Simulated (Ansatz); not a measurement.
The system is MnS.

```xyz
2
Lattice="0.0000 2.4735 2.4735 2.4735 0.0000 2.4735 2.4735 2.4735 0.0000" Properties=species:S:1:pos:R:3 pbc="T T T"
Mn    0.0000    0.0000    0.0000
S     3.7102    3.7102    3.7102
```

The cell is a database's computed one.

Base run:

```yaml
Program: Ansatz 0.2.0
Functional: PBEsol
Potentials_or_basis: all-electron LAPW, scalar-relativistic
Cutoff: 344 eV (chosen from the basis error)
Basis_error_allowed: 0.001 eV/atom
k_mesh: 9 × 9 × 9
Occupations: fermi-dirac, width 0.05 eV
Spin: collinear spin, ferromagnetic start
Starting_moments: "[4.0, 0.0] μB"
```

Its results: pressure -3.0 GPa; net moment 0.24 μB per cell; site moments Mn +0.23; S -0.00 μB.

Problem. After a change of settings the same cell gave: pressure -2.0 GPa; net moment 0.20 μB per cell; site moments Mn +0.19; S -0.00 μB. Which change was it?
A. potentials or basis from all-electron LAPW, scalar-relativistic to all-electron PAW datasets made for the crystal
B. potentials or basis from all-electron LAPW, scalar-relativistic to all-electron LAPW, inner shells corrected to Dirac's equation
C. potentials or basis from all-electron LAPW, scalar-relativistic to all-electron LAPW, non-relativistic

Solution. C.

Caveats: the moment fell far below its start of 4 μB, so a state of higher moment may lie lower in energy; the starting moments weren't kept.

The runs don't all hold the same shells in valence.

Runs at the PBE level aren't shown here.
